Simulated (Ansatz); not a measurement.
Si: projected DOS by orbital

```yaml
crystal:
  lattice:
    - [0.00000, 2.71547, 2.71547]
    - [2.71547, 0.00000, 2.71547]
    - [2.71547, 2.71547, 0.00000]
  atoms:
    - { symbol: Si, position: [0.50000, 0.50000, 0.50000] }
    - { symbol: Si, position: [0.75000, 0.75000, 0.75000] }
```

Atom numbers follow the list: Si1, Si2.

Structure: COD 9011998, as refined from experiment and not relaxed.

These are results of DFT, PBE, all-electron LAPW, scalar-relativistic (Ansatz 0.2.0), not measurements.

Settings: a Γ-centred 11×11×11 k mesh, Fermi–Dirac smearing of 0.08 eV, basis error target 0.25 meV/atom, no spin polarisation.

States per eV for one atom of each kind, in 0.4 eV bins named by their centres, from the valence-band top, projected on a minimal set of Löwdin-orthogonalised atomic shells; orbitals are real harmonics on the Cartesian axes, equal curves share a column, and empty bins are left out, as is all above 2.3 eV, near the top of the computed bands.

Si1 3p:

```
# E all pz=px=py
-11.6 0.01 0.00
-11.2 0.03 0.01
-10.8 0.05 0.02
-10.4 0.07 0.02
-10.0 0.09 0.03
-9.6 0.12 0.04
-9.2 0.12 0.04
-8.8 0.11 0.04
-8.4 0.09 0.03
-8.0 0.04 0.01
-7.6 0.01 0.00
-7.2 0.09 0.03
-6.8 0.31 0.10
-6.4 0.24 0.08
-6.0 0.16 0.05
-5.6 0.13 0.04
-5.2 0.10 0.03
-4.8 0.08 0.03
-4.4 0.11 0.04
-4.0 0.52 0.17
-3.6 0.46 0.15
-3.2 0.53 0.18
-2.8 0.69 0.23
-2.4 0.68 0.23
-2.0 0.64 0.21
-1.6 0.61 0.20
-1.2 0.48 0.16
-0.8 0.25 0.08
-0.4 0.12 0.04
0.0 0.01 0.00
0.8 0.04 0.01
1.2 0.12 0.04
1.6 0.20 0.07
2.0 0.31 0.10
```

Si1 3s:

```
# E all
-12.0 0.01
-11.6 0.08
-11.2 0.11
-10.8 0.14
-10.4 0.17
-10.0 0.21
-9.6 0.29
-9.2 0.26
-8.8 0.21
-8.4 0.17
-8.0 0.07
-7.6 0.01
-7.2 0.12
-6.8 0.25
-6.4 0.18
-6.0 0.12
-5.6 0.09
-5.2 0.07
-4.8 0.05
-4.4 0.04
-4.0 0.05
-3.6 0.05
-3.2 0.05
-2.8 0.04
-2.4 0.03
-2.0 0.02
-1.6 0.02
-1.2 0.01
-0.8 0.01
0.8 0.02
1.2 0.06
1.6 0.09
2.0 0.16
```
